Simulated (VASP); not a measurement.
Here is a VASP 6.6.1 calculation.

File INCAR:

```
SYSTEM = NaF
ALGO = Fast
EDIFF = 1E-6
ENCUT = 520
GGA = PE
ISIF = 2
ISMEAR = 0
LASPH = .True.
LCHARG = .False.
LREAL = .False.
LWAVE = .False.
NBANDS = 14
NELM = 60
PREC = Accurate
SIGMA = 0.1
```

KPOINTS

```
k-points
0
Gamma
  6 6 6
  0 0 0
```

Contents of POSCAR:

```
NaF
1.0
    0.0000000000      2.2808751400      2.2808751400
    2.2808751400      0.0000000000      2.2808751400
    2.2808751400      2.2808751400      0.0000000000
Na F
1 1
Direct
    0.0000000000      0.0000000000      0.0000000000
    0.5000000000      0.5000000000      0.5000000000
```

Potentials or basis: VASP PAW PBE potentials, release 64 (Na_pv, F).

Launch:

```console
$ cat potpaw_PBE.64/Na_pv/POTCAR potpaw_PBE.64/F/POTCAR > POTCAR
$ mpirun -np 1 vasp_std > vasp.out
```

(1) Estimate the pressure.

(2) Estimate the band gap on the k mesh.

Answers

(1) 4.9 GPa.

(2) 6.56 eV, direct.
